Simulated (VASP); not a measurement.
A run of VASP 6.6.1 is set up as follows.

Contents of INCAR:

```
SYSTEM = KCl
  ALGO = Normal
  EDIFF = 1E-6
  ENCUT = 520
  GGA = PS
  ISIF = 2
  ISMEAR = 0
  LASPH = .TRUE.
  LCHARG = .TRUE.
  LELF = .TRUE.
  LREAL = .FALSE.
  LVHAR = .TRUE.
  LWAVE = .FALSE.
  NBANDS = 15
  NELM = 60
  PREC = Accurate
  SIGMA = 0.01
```

Contents of KPOINTS:

```
k-points
0
G
  8 8 8
  0 0 0
```

POSCAR

```
KCl
1.0
    0.0000000000      3.1056716748      3.1056716748
    3.1056716748      0.0000000000      3.1056716748
    3.1056716748      3.1056716748      0.0000000000
K Cl
1 1
Direct
    0.0000000000      0.0000000000      0.0000000000
    0.5000000000      0.5000000000      0.5000000000
```

Potentials or basis: VASP PAW PBE potentials, release 64 (K_sv, Cl).

Command:

```console
$ cat potpaw_PBE.64/K_sv/POTCAR potpaw_PBE.64/Cl/POTCAR > POTCAR
$ mpirun -np 1 vasp_std > vasp.out
```

(1) What does it give for the band gap on the k mesh?

(2) Predict the pressure.

Answers

(1) 5.15 eV.

(2) 0.3 GPa.

Caveat: the PAW data sets were made with another functional, which shifts forces and pressure a little.

**Measured values to compare with.**

A printed reference work, monograph reports, for a bulk crystal of KCl: band gap 8.68 eV.

Against the measured gap of KCl, 8.68 eV (a printed reference work, monograph), the calculated 5.15 eV is off by -3.53 eV. The value is that of PBEsol on a finite k mesh, which can miss the band edges, without temperature or zero-point motion. Semilocal functionals fall short of measured gaps as a rule.
